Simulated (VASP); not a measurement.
Ti: optical spectrum with TB-mBJ

Crystal: Ti.

```xyz
1
Lattice="0.0000 2.0300 2.0300 2.0300 0.0000 2.0300 2.0300 2.0300 0.0000" Properties=species:S:1:pos:R:3 pbc="T T T"
Ti    0.0000    0.0000    0.0000
```

This isn't the form of Ti at room conditions, which is hcp.

```json
{
 "Program": "VASP 6.6.1",
 "Task": "optical spectrum",
 "Functional": "TB-mBJ",
 "Potentials or basis": "VASP PAW PBE potentials, release 64 (Ti_sv)",
 "Cutoff": "520 eV",
 "k mesh": "11 × 11 × 11",
 "Occupations": "tetrahedron, uncorrected, width 0.5 eV",
 "Spin": "no spin polarisation",
 "Further INCAR settings": "ALGO = Normal; EDIFF = 1e-08; NBANDS = 38"
}
```

```
Band gap on the k mesh : none (metal or under the smearing width)
```

Levels at points of the mesh, in eV from the Fermi level:
```tsv
k point	band 4	band 5	band 6	band 7	band 8	band 9
(0.00, 0.00, 0.00)	-32.62	-5.64	0.75	0.75	0.75	2.49
```

It took 2.2 min on 1 thread of Intel(R) Xeon(R) Platinum 8488C (Sapphire Rapids) (shared host), peak memory 0.15 GiB.
